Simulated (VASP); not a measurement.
# Settings for Pd: self-consistent run

Pd, I4/mmm (no. 139), 1 atom in the cell. PBE; PAW potentials Pd (PBE set). VASP 6.6.1.

Wanted: energy within 2 meV/atom.

What the run is for: energy; Accuracy asked: standard.

POSCAR:
```
Pd
1.0
   -1.5722810000      1.5722810000      1.5565581900
    1.5722810000     -1.5722810000      1.5565581900
    1.5722810000      1.5722810000     -1.5565581900
Pd
1
Direct
    0.0000000000      0.0000000000      0.0000000000
```

The series start from Plane-wave cutoff (eV): 320; Smearing width (eV): 0.03; k-point mesh: 16 × 16 × 16; Precision mode (PREC): Accurate; Electronic threshold (eV): 1e-6; Bands in all (NBANDS): 14; Aspherical gradient terms in the spheres (LASPH): yes; Electronic algorithm: ALGO=Normal; Density mixing: defaults; Use of symmetry (ISYM): defaults. Each series keeps the choices made before it, and each single choice may use up half of a tolerance.

## Plane-wave cutoff (eV)

| Plane-wave cutoff (eV) | Energy less reference (meV/atom) | SCF iterations | Time (s) |
|---|---|---|---|
| 200 | 129.1 | 11 | 13 |
| 250 | 0.7 | 11 | 14 |
| 290 | -5.8 | 11 | 17 |
| 320 | -3.1 | 11 | 17 |
| 380 | 0.8 | 11 | 37 |
| 440 | 0.4 | 11 | 45 |
| 520 | 0.2 | 9 | 38 |
| 650 (reference) | 0.0 | 11 | 46 |

## Smearing width (eV)

| Smearing width (eV) | Energy less reference (meV/atom) | SCF iterations | Time (s) |
|---|---|---|---|
| 0.15 | -1.3 | 9 | 30 |
| 0.1 | -0.8 | 9 | 31 |
| 0.07 | -0.5 | 9 | 30 |
| 0.05 | -0.2 | 9 | 34 |
| 0.03 | 0.0 | 11 | 37 |
| 0.02 (reference) | 0.0 | 11 | 41 |

## k-point mesh

| k-point mesh | Energy less reference (meV/atom) | SCF iterations | Time (s) |
|---|---|---|---|
| 5 × 5 × 5 | 152.9 | 11 | 4.3 |
| 7 × 7 × 7 | -7.1 | 11 | 9.6 |
| 9 × 9 × 9 | -8.7 | 11 | 10 |
| 11 × 11 × 11 | 8.4 | 11 | 22 |
| 13 × 13 × 13 | -1.7 | 11 | 22 |
| 16 × 16 × 16 | 1.3 | 9 | 31 |
| 19 × 19 × 19 | 2.0 | 9 | 54 |
| 23 × 23 × 23 (reference) | 0.0 | 11 | 95 |

## Precision mode (PREC)

| Precision mode (PREC) | Energy less reference (meV/atom) | SCF iterations | Time (s) |
|---|---|---|---|
| Low | -0.6 | 11 | 35 |
| SingleN | -0.6 | 11 | 36 |
| Normal | 0.0 | 11 | 58 |
| Accurate (reference) | 0.0 | 11 | 95 |

## Electronic threshold (eV)

| Electronic threshold (eV) | Energy less reference (meV/atom) | SCF iterations | Time (s) |
|---|---|---|---|
| 0.001 | 0.0 | 9 | 46 |
| 0.0001 | 0.0 | 9 | 46 |
| 1e-5 | 0.0 | 9 | 49 |
| 1e-6 | 0.0 | 11 | 35 |
| 1e-7 | 0.0 | 12 | 63 |
| 1e-8 (reference) | 0.0 | 12 | 66 |

## Bands in all (NBANDS)

| Bands in all (NBANDS) | Energy less reference (meV/atom) | SCF iterations | Time (s) |
|---|---|---|---|
| 6 | 0.0 | 9 | 15 |
| 7 | 0.0 | 9 | 14 |
| 9 | 0.0 | 9 | 20 |
| 11 | 0.0 | 9 | 32 |
| 14 | 0.0 | 9 | 46 |
| 23 (reference) | 0.0 | 9 | 58 |

## Aspherical gradient terms in the spheres (LASPH)

| Aspherical gradient terms in the spheres (LASPH) | Energy less reference (meV/atom) | SCF iterations | Time (s) |
|---|---|---|---|
| yes | 0.0 | 9 | 15 |
| no | 0.7 | 9 | 9.5 |

## Electronic algorithm

| Electronic algorithm | Energy less reference (meV/atom) | SCF iterations | Time (s) |
|---|---|---|---|
| ALGO=Normal | 0.0 | 9 | 9.5 |
| ALGO=Fast | 0.0 | 9 | 10 |
| ALGO=VeryFast | 0.0 | 16 | 15 |
| ALGO=All ISEARCH=1 | 0.1 | 9 | 11 |
| ALGO=All ISEARCH=0 | 0.1 | 9 | 11 |
| ALGO=Damped TIME=0.4 | 0.5 | 13 | 15 |
| ALGO=Damped TIME=0.1 | 1.5 | 16 | 17 |
| ALGO=Old Fast | 0.0 | 9 | 10 |

## Density mixing

| Density mixing | Energy less reference (meV/atom) | SCF iterations | Time (s) |
|---|---|---|---|
| defaults | 0.0 | 9 | 9.5 |
| BMIX=2.0 | 0.0 | 9 | 9.7 |
| MAXMIX=-10 | 0.0 | 9 | 9.5 |
| AMIX=0.4 AMIN=0.6 IMIX=2 | -0.7 | 15 | 15 |
| BMIX=0.0001 | 0.0 | 9 | 9.4 |
| MIXPRE=0 | 0.0 | 9 | 9.3 |
| AMIX=0.4 IMIX=1 | -0.5 | 9 | 9.4 |

## Use of symmetry (ISYM)

| Use of symmetry (ISYM) | Energy less reference (meV/atom) | SCF iterations | Time (s) |
|---|---|---|---|
| defaults | 0.0 | 9 | 9.5 |
| ISYM=1 | 0.0 | 9 | 9.2 |
| ISYM=0 | 0.0 | 9 | 58 |
| ISYM=-1 | 0.0 | 9 | 113 |

## Question

The rows run from the loosest to the tightest (no order: aspherical gradient terms in the spheres, electronic algorithm, density mixing, use of symmetry). For each series: choose the loosest value from which every tighter one stays within half of the tolerance; where there is no order, keep the first row unless others stay within half of the tolerance and take at least 30 % less time, and then take the fastest.

## Answer

- Plane-wave cutoff (eV): 380
- Smearing width (eV): 0.1
- k-point mesh: 23 × 23 × 23, the tightest run, since the next looser one is off by more than half of the tolerance (convergence isn't shown beyond it)
- Precision mode (PREC): Low
- Electronic threshold (eV): 0.001
- Bands in all (NBANDS): 6
- Aspherical gradient terms in the spheres (LASPH): no
- Electronic algorithm: ALGO=Normal
- Density mixing: defaults
- Use of symmetry (ISYM): defaults

## All choices together

| Input | Energy less reference (meV/atom) | Time (s) |
|---|---|---|
| the program's defaults (naive) | -8.3 | 1.2 |
| chosen settings | 0.9 | 9.5 |
| reference settings throughout | 0.0 | 210 |

The chosen settings stay within the tolerance of the reference run, but the reference itself isn't shown to be converged in: k-point mesh.

## The input

INCAR:
```
GGA = PE
ISMEAR = -1
SIGMA = 0.1
LWAVE = F
LCHARG = F
ISIF = 2
PREC = Low
LASPH = F
LREAL = F
ALGO = Normal
EDIFF = 0.001
NELM = 120
GGA_COMPAT = F
ENCUT = 380
NBANDS = 6
```

KPOINTS:
```
Automatic mesh
0
Gamma
  23 23 23
  0 0 0
```

Commands:
```
cat potpaw_PBE.64/Pd/POTCAR > POTCAR
mpirun -np 1 vasp_std > vasp.out
```

The chosen input took VASP 6.6.1 9.5 s on 1 core (Intel Xeon Platinum 8259CL @ 2.50GHz (Skylake/Cascade Lake)), a shared host.

## An input that fails: cutoff far too low

It runs to its end, but against the unchanged starting input it is off by 2219.1 meV/atom in the energy.

Changes against the starting input:
```
- NELM = 120
- ENCUT = 320
+ NELM = 99
+ ENCUT = 140
```
